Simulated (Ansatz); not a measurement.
# WS2: S on a W site

A defect calculation: S on a W site in WS2, supercell of 39 sites, in the charges +1, 0, -1.

Method: DFT PBE, scalar-relativistic, plane waves, PAW, in Ansatz 0.2.0.

4 further runs of the same task are left out: 4 set aside as unsound or not needed.

## Step 1: The starting structure

It takes space group R3m (No. 160, trigonal). Conventional cell: a = 3.188 Å, b = 3.188 Å, c = 22.423 Å, α = 90.00°, β = 90.00°, γ = 120.00°. W (site symmetry 3m) is surrounded by 6 S at 2.42 Å. S (site symmetry 3m) has 3 W at 2.42 Å in its first shell of neighbours.

Structure file:

```
CELL_PARAMETERS angstrom
1.59387 0.92022 7.47445
-1.59387 0.92022 7.47445
0.00000 -1.84045 7.47445
ATOMIC_POSITIONS crystal
W 0.00068 0.00068 0.00068
S 0.40407 0.40407 0.40407
S 0.26395 0.26395 0.26395
```

It goes back to an entry of the Materials Project, which need not be the stable form.

This cell was relaxed beforehand with the same method: volume 21.93 Å³/atom, gap on the mesh 1.64 eV.

The host's static dielectric tensor, from an earlier linear-response run, has a mean of 8.80.

The perfect supercell (rows -2 1 2; 2 -2 1; 1 2 -2 in vectors of this cell) was computed beforehand with the same settings: E(σ→0) = -158488.7528 eV for 39 atoms, gap 2.06 eV on its own mesh.

## Step 2: Setting up the defect

The atom at (0.693, 0.078, 0.231) of the supercell is replaced. A small random displacement (spread 0.05 Å) lets the symmetry of the site break. Its neighbours are 6 S at 2.42 Å.

## Step 3: Charge state 0

input.yaml reads:

```yaml
crystal:
  lattice:
    - [-4.781620989, -4.601116942, 7.4744493696]
    - [6.375494652, -1.8404467768, 7.4744493696]
    - [-1.593873663, 6.4415637188, 7.4744493696]
  atoms:
    - { symbol: S, position: [0.6907243824, 0.0793975532, 0.233706015] }
    - { symbol: W, position: [0.0006774491, 0.0006774491, 0.0006774491] }
    - { symbol: W, position: [0.4622159106, 0.3852928337, 0.1545236029] }
    - { symbol: W, position: [0.9237543722, 0.7699082183, 0.3083697568] }
    - { symbol: W, position: [0.3852928337, 0.1545236029, 0.4622159106] }
    - { symbol: W, position: [0.8468312953, 0.5391389876, 0.6160620645] }
    - { symbol: W, position: [0.7699082183, 0.3083697568, 0.9237543722] }
    - { symbol: W, position: [0.2314466799, 0.6929851414, 0.077600526] }
    - { symbol: W, position: [0.1545236029, 0.4622159106, 0.3852928337] }
    - { symbol: W, position: [0.6160620645, 0.8468312953, 0.5391389876] }
    - { symbol: W, position: [0.077600526, 0.2314466799, 0.6929851414] }
    - { symbol: W, position: [0.5391389876, 0.6160620645, 0.8468312953] }
    - { symbol: W, position: [0.3083697568, 0.9237543722, 0.7699082183] }
    - { symbol: S, position: [0.0963819626, 0.4809973472, 0.6348435011] }
    - { symbol: S, position: [0.4040742703, 0.4040742703, 0.4040742703] }
    - { symbol: S, position: [0.8656127318, 0.7886896549, 0.5579204241] }
    - { symbol: S, position: [0.3271511934, 0.1733050395, 0.711766578] }
    - { symbol: S, position: [0.7886896549, 0.5579204241, 0.8656127318] }
    - { symbol: S, position: [0.2502281165, 0.9425358088, 0.0194588857] }
    - { symbol: S, position: [0.1733050395, 0.711766578, 0.3271511934] }
    - { symbol: S, position: [0.6375779567, 0.1016813001, 0.474186329] }
    - { symbol: S, position: [0.5579204241, 0.8656127318, 0.7886896549] }
    - { symbol: S, position: [0.0194588857, 0.2502281165, 0.9425358088] }
    - { symbol: S, position: [0.4809973472, 0.6348435011, 0.0963819626] }
    - { symbol: S, position: [0.9565354299, 0.0162433498, 0.2532167601] }
    - { symbol: S, position: [0.7136196981, 0.3246989491, 0.1687535365] }
    - { symbol: S, position: [0.9562559729, 0.3408713575, 0.4947175114] }
    - { symbol: S, position: [0.2639482806, 0.2639482806, 0.2639482806] }
    - { symbol: S, position: [0.7254867421, 0.6485636652, 0.4177944344] }
    - { symbol: S, position: [0.1870252037, 0.0331790498, 0.5716405883] }
    - { symbol: S, position: [0.6485636652, 0.4177944344, 0.7254867421] }
    - { symbol: S, position: [0.1101021268, 0.8024098191, 0.879332896] }
    - { symbol: S, position: [0.0331790498, 0.5716405883, 0.1870252037] }
    - { symbol: S, position: [0.4862747505, 0.9574828955, 0.3477031636] }
    - { symbol: S, position: [0.4177944344, 0.7254867421, 0.6485636652] }
    - { symbol: S, position: [0.879332896, 0.1101021268, 0.8024098191] }
    - { symbol: S, position: [0.3408713575, 0.4947175114, 0.9562559729] }
    - { symbol: S, position: [0.8050769887, 0.8880551715, 0.1112451341] }
    - { symbol: S, position: [0.5662303604, 0.1686663264, 0.0430900999] }
  host:
    lattice:
      - [1.593873663, 0.9202233884, 7.4744493696]
      - [-1.593873663, 0.9202233884, 7.4744493696]
      - [0.0, -1.8404467768, 7.4744493696]
    atoms:
      - { symbol: W, position: [0.0006774491, 0.0006774491, 0.0006774491] }
      - { symbol: S, position: [0.4040742703, 0.4040742703, 0.4040742703] }
      - { symbol: S, position: [0.2639482806, 0.2639482806, 0.2639482806] }
basis:
  ecutwfc: 420
  xc_grid: 2
kpoints:
  mp_grid: { grid: [2, 2, 2], shift: [0.5, 0.5, 0.5] }
hamiltonian:
  xc: pbe
scf:
  occupations: { method: gaussian, width: 0.01 }
output:
  forces: true
  stress: false
  eigenvalues: true
  charged_corrections:
    defect_position: [0.69298514, 0.07760053, 0.23144668]
    epsilon: [[11.5894, 0.0, 0.0], [0.0, 11.5894, 0.0], [0.0, 0.0, 3.2073]]
  write_density: true
  write_potential: true
  elf: true
  volumetric_format: npy
relax:
  adjacent_minimum: "off"
  f_tol: 0.025
  max_steps: 45
```

Command:

```bash
$ ansatz run input.yaml --threads 4 --pin off --max-ram 10240MiB --backend cpu --events-out ev --progress --plain --runs-dir out
```

The session goes on with these runs: charge state +1; relaxing the defect, charge -1.

What does the calculation give? Wanted: formation energy, neutral; nearest atoms after relaxation, one image of each, neutral.

As calculated:

```
                                                  quantity                                                       value
                                 formation energy, neutral                                                     5.99 eV
nearest atoms after relaxation, one image of each, neutral  2 S at 2.31 Å, 2 S at 2.32 Å, 1 W at 2.60 Å, 1 W at 2.61 Å
                        level (+1/0) above the valence top                                  -0.09 eV (outside the gap)
                        level (0/-1) above the valence top                                                     1.02 eV
```

In words: Forming the neutral defect takes 5.99 eV with the elements as reservoirs. Spin polarisation was off in the neutral run, so a moment could not show there. Spin was allowed in some charges only (not in 0): their moments are zero by construction, and levels between the two kinds of run can be off. Among the charges computed the stable one is 0 at the valence top, changing to -1 at 1.02 eV, in a gap of 1.64 eV. In charge +1 the extra carrier would gain by moving to a band edge of the host at this level and cell size; a small cell and a semilocal functional both favour that, so a real bound level isn't ruled out. Levels are placed in the host's Kohn-Sham gap, which is usually too small at this level and squeezes them. A cell of 39 sites leaves finite-size errors of tenths of an eV, or more where the defect fills or empties host bands. Other minima may exist. Some runs ended without the moments they were started with. Spin-orbit coupling is left out, which matters for the bands of W.
